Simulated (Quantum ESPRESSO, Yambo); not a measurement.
# A GW chain in Yambo: BAs (F-43m), part 2 of 3

Wanted: ground state, empty states, screening and self-energy for BAs (F-43m).

Quantum ESPRESSO 7.5 and Yambo 5.3.0; PBE and many-body steps on it, plane waves. Known limits of the many-body steps: not at the basis limit; exchange with frozen shells missing; no spin-orbit coupling; coarse k mesh.

So far. Step 2 (Ground state): The gap is indirect, with the least direct gap 2.08 eV higher. Step 3 (Bands along the symmetry lines): The gap is 1.209 eV, as in the run before at this level.

## 4. Empty states on the mesh, 4×4×4 mesh, 70 bands

Level of this step: DFT, PBE, plane waves, norm-conserving pseudopotentials (Quantum ESPRESSO).

The sums over transitions need many empty states on a uniform mesh; this step solves for them.

The input, pw.in:

```
&control
  calculation = 'nscf'
  prefix = 'x'
  outdir = 'o'
  pseudo_dir = 'pseudo'
/
&system
  ibrav = 0
  nat = 2
  ntyp = 2
  ecutwfc = 76.0
  nbnd = 70
  force_symmorphic = .true.
/
&electrons
  conv_thr = 1e-9
  electron_maxstep = 80
  diago_full_acc = .true.
  diago_thr_init = 5e-6
/
ATOMIC_SPECIES
  B 10.81 B.upf
  As 74.922 As.upf
CELL_PARAMETERS angstrom
  -0.0000000000 2.3885000000 2.3885000000
  2.3885000000 -0.0000000000 2.3885000000
  2.3885000000 2.3885000000 -0.0000000000
ATOMIC_POSITIONS crystal
  B 0.0000000000 0.0000000000 0.0000000000
  As 0.2500000000 0.2500000000 0.2500000000
K_POINTS automatic
  4 4 4 0 0 0
```

Command:

```console
$ OMP_NUM_THREADS=1 mpirun -n 4 pw.x -nk 4 -in pw.in > pw.out
```

What it wrote:

```text
[banner, memory and clock lines left out]
Program PWSCF v.7.5 starts

     Atomic positions and unit cell read from directory:
     o/x.save/

     Message from routine setup:
     using ibrav=0 with symmetry is DISCOURAGED, use correct ibrav instead

     G-vector sticks info

     bravais-lattice index     =            0
     lattice parameter (alat)  =       6.3832  a.u.
     unit-cell volume          =     183.9087 (a.u.)^3
     number of atoms/cell      =            2
     number of atomic types    =            2
     number of electrons       =        18.00
     number of Kohn-Sham states=           70
     kinetic-energy cutoff     =      76.0000  Ry
     charge density cutoff     =     304.0000  Ry
     Exchange-correlation= PBE
                           (   1   4   3   4   0   0   0)

     celldm(1)=   6.383210  celldm(2)=   0.000000  celldm(3)=   0.000000
     celldm(4)=   0.000000  celldm(5)=   0.000000  celldm(6)=   0.000000

     crystal axes: (cart. coord. in units of alat)
               a(1) = (  -0.000000   0.707107   0.707107 )
               a(2) = (   0.707107  -0.000000   0.707107 )
               a(3) = (   0.707107   0.707107  -0.000000 )

     reciprocal axes: (cart. coord. in units 2 pi/alat)
               b(1) = ( -0.707107  0.707107  0.707107 )
               b(2) = (  0.707107 -0.707107  0.707107 )
               b(3) = (  0.707107  0.707107 -0.707107 )
     Pseudo is Norm-conserving + core correction, Zval =  3.0
     Generated using ONCVPSP code by D. R. Hamann
     Using radial grid of 1534 points,  4 beta functions with:
     Pseudo is Norm-conserving + core correction, Zval = 15.0
     Generated using ONCVPSP code by D. R. Hamann
     Using radial grid of 1358 points,  6 beta functions with:
     B                 3.00    10.81000     B ( 1.00)
     As               15.00    74.92200     As( 1.00)

     24 Sym. Ops. (no inversion) found

   Cartesian axes

     site n.     atom                  positions (alat units)
         1        B      tau(   1) = (   0.0000000   0.0000000   0.0000000  )
         2        As     tau(   2) = (   0.3535534   0.3535534   0.3535534  )

     number of k points=     8
                       cart. coord. in units 2pi/alat
        k(    1) = (   0.0000000   0.0000000   0.0000000), wk =   0.0312500
        k(    2) = (   0.1767767   0.1767767  -0.1767767), wk =   0.2500000
        k(    3) = (  -0.3535534  -0.3535534   0.3535534), wk =   0.1250000
[...]
k(    7) = (  -0.7071068   0.0000000   0.0000000), wk =   0.0937500
        k(    8) = (  -0.7071068   0.3535534   0.0000000), wk =   0.1875000

     Dense  grid:    16457 G-vectors     FFT dimensions: (  36,  36,  36)

     The potential is recalculated from file :
     o/x.save/charge-density

     Starting wfcs are   13 randomized atomic wfcs +   57 random wfcs

     Band Structure Calculation

     End of band structure calculation

          k = 0.0000 0.0000 0.0000 (  2085 PWs)   bands (ev):

   -24.5717 -24.5717 -24.5717 -24.5522 -24.5522  -4.0540  11.3431  11.3431
    11.3431  14.6353  14.6353  14.6353  16.0307  20.9518  24.5116  24.5116
    25.8254  25.8254  25.8254  30.3182  41.1430  41.1430  41.1430  48.1989
[...]
99.8793  99.8793  99.8793 102.3755 102.3755 105.3529

          k = 0.1768 0.1768-0.1768 (  2060 PWs)   bands (ev):

[...]
90.3357  92.4372  96.3042  96.3042  98.1947 100.3571

          k =-0.3536-0.3536 0.3536 (  2060 PWs)   bands (ev):

[...]
78.3869  78.3869  80.5718  81.2477  81.2477  81.6309  81.6388  81.6388
    87.8833  88.3991  88.3991  89.0666  89.0666  90.7448  92.0844  92.0844
    93.5411  93.5411  94.4346  94.9983  95.3949  98.1242

          k = 0.3536 0.0000 0.0000 (  2045 PWs)   bands (ev):

     [... further k-points ...]

     highest occupied, lowest unoccupied level (ev):    11.3431   12.7976

     XML data file, pseudopotentials, collected wavefunctions
```

Elapsed: 2.8 s, on 4 MPI ranks of Arm Neoverse V1, shared host; peak memory 0.22 GiB; 11 s of CPU time.

This step gave:

```yaml
gap: 1.454 eV
k_of_the_valence_top: 0, 0, 0
k_of_the_conduction_bottom: 0, -0.5, -0.5
least_direct_gap: 3.292 eV
k_points_computed: 8
lowest_point_of_the_top_converged_band_above_the_valence_top: 86.7811 eV
```

On this mesh the gap is 1.454 eV. The earlier step found 1.209 eV, so this mesh misses an edge.

## 5. Conversion and set-up

This step: Yambo 5.3.0; conversion and set-up on PBE, plane waves, norm-conserving pseudopotentials.

The states are converted to the many-body program's format and the q mesh is built.

Command:

```console
$ (cd o/x.save; p2y > p2y.log; mv SAVE ../..); yambo > setup.log
```

What it wrote:

```text
 Yambo, version 5.3.0

 [02] CORE Variables Setup
 =========================

  [02.01] Unit cells
  ==================

  Cell kind             :  FCC
  Atoms in the cell     :  B  As
  number of B  atoms    :  1
  number of As atoms    :  1

  List of atomic masses
  Mass of B     :  10.81000
  Mass of As    :  74.92200

  List of atomic coordinates    : [cc]
  B1       :  0.000000  0.000000  0.000000  order 1
  As1       :  2.256805  2.256805  2.256805  order 2

  Alat factors          :  4.513611  4.513611  4.513611 [a.u.]
  Direct lattice volume :  183.9087 [a.u.]
  Direct lattice vectors:  A[ 1 ]  A[ 2 ]  A[ 3 ]
   A[ 1 ]: -0.000000  1.000000  1.000000  [iru]
  -0.000000  4.513611  4.513611  [cc]
   A[ 2 ]:  1.000000 -0.000000  1.000000  [iru]
   4.513611 -0.000000  4.513611  [cc]
   A[ 3 ]:  1.000000  1.000000 -0.000000  [iru]
   4.513611  4.513611 -0.000000  [cc]

  Recip. lattice volume :  1.348768 [a.u.]
  Recip. lattice vectors:  B[ 1 ]  B[ 2 ]  B[ 3 ]
   B[ 1 ]: -0.500000  0.500000  0.500000  [iku]
  -0.696026  0.696026  0.696026  [cc]
   B[ 2 ]:  0.500000 -0.500000  0.500000  [iku]
   0.696026 -0.696026  0.696026  [cc]
   B[ 3 ]:  0.500000  0.500000 -0.500000  [iku]
   0.696026  0.696026 -0.696026  [cc]

  [02.02] Symmetries
  ==================

  Inversion symmetry    : yes
  Spatial inversion     : no
  Inversion index       :  25
  K-space Time-reversal : yes
  Magnetic symmetries   : no
  Time-reversal derived K-space symmetries:   25   48
  Group table correct   : yes
  Symmetries units      :  [cc]

   [S  1]:   1.0000     -0.32065E-16 -0.32065E-16 -0.32065E-16   1.0000      0.32065E-16  0.32065E-16  0.32065E-16   1.0000
   [S  2]:  -1.0000      0.32065E-16 -0.32065E-16  0.32065E-16  -1.0000      0.32065E-16 -0.32065E-16 -0.32065E-16   1.0000
   [S  3]:  -1.0000     -0.32065E-16  0.32065E-16  0.32065E-16   1.0000     -0.32065E-16 -0.32065E-16  0.32065E-16  -1.0000
[...]
[S  9]: -0.32065E-16   1.0000     -0.32065E-16  0.32065E-16 -0.32065E-16   1.0000       1.0000      0.32065E-16  0.32065E-16
   [S 10]: -0.32065E-16  -1.0000      0.32065E-16  0.32065E-16  0.32065E-16  -1.0000       1.0000     -0.32065E-16 -0.32065E-16
     [... 36 further rows ...]
   [S*47]:   1.0000     -0.32065E-16  0.32065E-16 -0.32065E-16  0.32065E-16  -1.0000      0.32065E-16   1.0000     -0.32065E-16
   [S*48]:   1.0000      0.32065E-16 -0.32065E-16 -0.32065E-16 -0.32065E-16   1.0000      0.32065E-16  -1.0000      0.32065E-16

  [02.03] Reciprocal space
  ========================

  nG shells         :  211
  nG charge         :  16457
  nG WFs            :  2661
  nC WFs            :  2085
  G-vecs. in first 21 shells:  [ Number ]
     1    9   15   27   51   59   65   89  113
    137   169   181   229   259   283   307   331   339
    387   411   459
  ...
  Shell energy in first 21 shells:  [ mHa ]
[...]
BZ  K-points                                      :   64

  K/Q-points units:
  rlu = crystal or reduced units; cc = cartesian coordinates; iku = interal k-units

  K [1]          [rlu]:  0.000000  0.000000  0.000000
         WF components:  2085
  K [2]          [rlu]: -0.46518E-17 -0.46518E-17  0.25000
         WF components:  2060
  K [3]          [rlu]:  0.93037E-17  0.93037E-17 -0.50000
         WF components:  2060
  K [4]          [rlu]:  0.14504E-17  0.25000      0.25000
         WF components:  2045
  K [5]          [rlu]: -0.16785E-17  0.25000     -0.50000
         WF components:  2067
  [... 2 further k-points ...]
  K [8]          [rlu]:  0.250000 -0.500000 -0.250000
         WF components:  2048

  [02.05] Energies & Occupations
  ==============================

  [X] === General ===
  [X] Electronic Temperature                        :  0.000000  0.000000 [eV K]
  [X] Bosonic    Temperature                        :  0.000000  0.000000 [eV K]
  [X] Finite Temperature mode                       : no
  [X] El. density                                   :  0.66049E+24 [cm-3]
  [X] Fermi Level                                   :  11.34311 [eV]

  [X] === Gaps and Widths ===
  [X] Conduction Band Min                           :  1.454461 [eV]
  [X] Valence Band Max                              :  0.000000 [eV]
  [X] Filled Bands                                  :   9
  [X] Empty Bands                                   :   10   70
  [X] Direct Gap                                    :  3.292229 [eV]
  [X] Direct Gap localized at k                     :  1
  [X] Indirect Gap                                  :  1.454461 [eV]
  [X] Indirect Gap between kpts                     :   1   7
  [X] Last valence band width                       :  5.184778 [eV]
  [X] 1st conduction band width                     :  3.824696 [eV]

  E @ K [1]:  [eV]
   -35.9148     -35.9148     -35.9148     -35.8953     -35.8953     -15.3971    -0.496399E-8 -0.406908E-8
    0.00000   3.29223   3.29223   3.29223   4.68764   9.60869  13.16854  13.16854
   14.48227  14.48227  14.48227  18.97507  29.79989  29.79989  29.79989  36.85575
  occ @ K [1]
[...]
E @ K [2]:  [eV]
[...]
occ @ K [2]
[...]
E @ K [3]:  [eV]
[...]
occ @ K [3]
[...]
E @ K [4]:  [eV]
[...]
occ @ K [4]
[...]
E @ K [5]:  [eV]
[...]
occ @ K [5]
[...]
[... 2 further k-points ...]
  E @ K [8]:  [eV]
[...]
occ @ K [8]
[...]
2.000000  0.000000  0.000000  0.000000  0.000000  0.000000  0.000000  0.000000
   0.000000  0.000000  0.000000  0.000000  0.000000  0.000000  0.000000  0.000000

 [03] Transferred momenta grid and indexing
 ==========================================

 IBZ Q-points                                      :   8
 BZ  Q-points                                      :   64

 K/Q-points units:
 rlu = crystal or reduced units; cc = cartesian coordinates; iku = interal k-units

 Q [1]          [rlu]:  0.000000  0.000000  0.000000
 Q [2]          [rlu]:  0.31652E-17  0.31652E-17  0.25000
 Q [3]          [rlu]: -0.63303E-17 -0.63303E-17 -0.50000
[...]
Q [7]          [rlu]:  0.36976E-16 -0.50000     -0.50000
 Q [8]          [rlu]:  0.250000 -0.500000 -0.250000

  [03.01] X indexes
  =================

   [03.01.01] Sigma indexes
   ========================

 [06] Game Over & Game summary
```

Elapsed: 2.1 s, on 1 MPI rank; peak memory 0.24 GiB.

(Continued in part 3 of 3.)

[Paths, hosts, dates, memory and timing lines, banners, echoed tables and standing remarks are left out of the program output.]

[Logs are printed without paths, hosts, clocks, repeated set-up lines and the standing remarks that a program may print on its own settings, such as how far it seeks lower states.]

[Runs of the session that timed out or met a known fault of the program may be left out.]

[Hosts, paths, dates, database ids (printed as entryN), source tags and the programs' standing remarks are cut or masked in the printed files.]
